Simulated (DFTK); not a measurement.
The system is Si2W.

```xyz
3
Lattice="-1.6069 1.6069 3.9150 1.6069 -1.6069 3.9150 1.6069 1.6069 -3.9150" Properties=species:S:1:pos:R:3 pbc="T T T"
W     0.0000    0.0000    0.0000
Si    0.0000    0.0000    5.2092
Si    0.0000    0.0000    2.6207
```

Base run:

| Quantity | Value |
| --- | --- |
| Program | DFTK 0.8.2 |
| Functional | PBE |
| Potentials or basis | dojo.nc.sr.pbe.v0_4_1.standard.upf (PBE) |
| Cutoff | 1007 eV |
| k mesh | 12 × 12 × 12 |
| Occupations | fermi-dirac, width 0.05 eV |
| Spin | no spin polarisation |

Its results: band gap on the k mesh none (metal or under the smearing width); pressure 3.3 GPa; largest force 0.078 eV/Å.

Q: The run is repeated on the same cell with these changes: functional from PBE to PBEsol; potentials or basis from dojo.nc.sr.pbe.v0_4_1.standard.upf (PBE) to dojo.nc.sr.pbesol.v0_4_1.standard.upf (PBEsol). What comes out?

A: Band gap on the k mesh none (metal or under the smearing width); pressure -2.0 GPa; largest force 0.024 eV/Å.
